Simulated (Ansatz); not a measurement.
# ZnAu: an energy map of one atom

The task, for ZnAu: map the energy of atom 2 (Au) over a plane.

Method: DFT PBE, scalar-relativistic, plane waves, PAW, in Ansatz 0.2.0.

### 1 The starting structure

Symmetry: Pm-3m, No. 221, cubic system. Conventional cell: a = 3.147 Å, b = 3.147 Å, c = 3.147 Å, α = 90.00°, β = 90.00°, γ = 90.00°. Zn (site symmetry m-3m) has 8 Au at 2.73 Å in its first shell of neighbours. Around Au (site symmetry m-3m) lie 8 Zn at 2.73 Å.

As a file:

```
Zn Au
1.0
     3.14700    0.00000    0.00000
     0.00000    3.14700    0.00000
     0.00000    0.00000    3.14700
Zn Au
1 1
Direct
  0.50000 0.50000 0.50000
  0.00000 0.00000 0.00000
```

No relaxation comes first: the listed cell is the starting point.

### 2 Zero of energy

The reference gives a free energy of -16468.7702 eV, pressure 4.81 GPa, largest force 0.000 eV/Å and gap on the mesh none (metal). It was computed beforehand with the settings of the runs below.

### 3 Next: an energy map of one atom

Atom 2 (Au) is moved by p along (1.000, 0.000, 0.000) and q along (0.000, 0.000, 1.000) (Å), all else fixed; its images in the other cells move with it. Points alike by symmetry are run once.

### 4 At p = -0.300, q = -0.300

The input, input.yaml:

```yaml
crystal:
  lattice:
    - [3.147, 0.0, 0.0]
    - [0.0, 3.147, 0.0]
    - [0.0, 0.0, 3.147]
  atoms:
    - { symbol: Zn, position: [0.5, 0.5, 0.5] }
    - { symbol: Au, position: [-0.0953288847, 0.0, -0.0953288847] }
basis:
  ecutwfc: 420
kpoints:
  mp_grid: { grid: [16, 16, 16] }
hamiltonian:
  xc: pbe
scf:
  occupations: { method: gaussian, width: 0.15 }
output:
  forces: true
  stress: true
  eigenvalues: true
```

Started as:

```sh
$ ansatz run input.yaml --threads 1 --pin off --max-ram 2560MiB --backend cpu --events-out ev --progress --plain --runs-dir out
```

### 5 p = -0.300, q = 0.000

input.yaml: that of step 4 with these lines changed.

```diff
@@ -7,3 +7,3 @@
     - { symbol: Zn, position: [0.5, 0.5, 0.5] }
-    - { symbol: Au, position: [-0.0953288847, 0.0, -0.0953288847] }
+    - { symbol: Au, position: [-0.0953288847, 0.0, 0.0] }
 basis:
```

### 6 p = -0.300, q = -0.150

input.yaml: that of step 5 with these lines changed.

```diff
@@ -7,3 +7,3 @@
     - { symbol: Zn, position: [0.5, 0.5, 0.5] }
-    - { symbol: Au, position: [-0.0953288847, 0.0, 0.0] }
+    - { symbol: Au, position: [-0.0953288847, 0.0, -0.0476644423] }
 basis:
```

### 7 At p = -0.150, q = 0.000

input.yaml: that of step 6 with these lines changed.

```diff
@@ -7,3 +7,3 @@
     - { symbol: Zn, position: [0.5, 0.5, 0.5] }
-    - { symbol: Au, position: [-0.0953288847, 0.0, -0.0476644423] }
+    - { symbol: Au, position: [-0.0476644423, 0.0, 0.0] }
 basis:
```

### 8 Point p = -0.150, q = -0.150

input.yaml: that of step 7 with these lines changed.

```diff
@@ -7,3 +7,3 @@
     - { symbol: Zn, position: [0.5, 0.5, 0.5] }
-    - { symbol: Au, position: [-0.0476644423, 0.0, 0.0] }
+    - { symbol: Au, position: [-0.0476644423, 0.0, -0.0476644423] }
 basis:
@@ -20 +20,5 @@
   eigenvalues: true
+  write_density: true
+  write_potential: true
+  elf: true
+  volumetric_format: npy
```

(Steps that only read results are left out.)

Q: Predict the outcome of this session. Wanted: highest point; lowest point away from the origin.

**Answer**, as computed:

```
                         quantity                                       value
                    highest point  0.426 eV/cell at (p, q) = (-0.300, -0.300)
lowest point away from the origin            0.042 eV/cell at (-0.150, 0.000)
```

In words: The undisturbed cell is the lowest computed point. Read as harmonic, the points at ±0.150 Å give force constants of 3.76 eV/Å² along p and 3.76 eV/Å² along q, so the site is nearly isotropic in this plane. The runs treat Au without spin-orbit coupling.
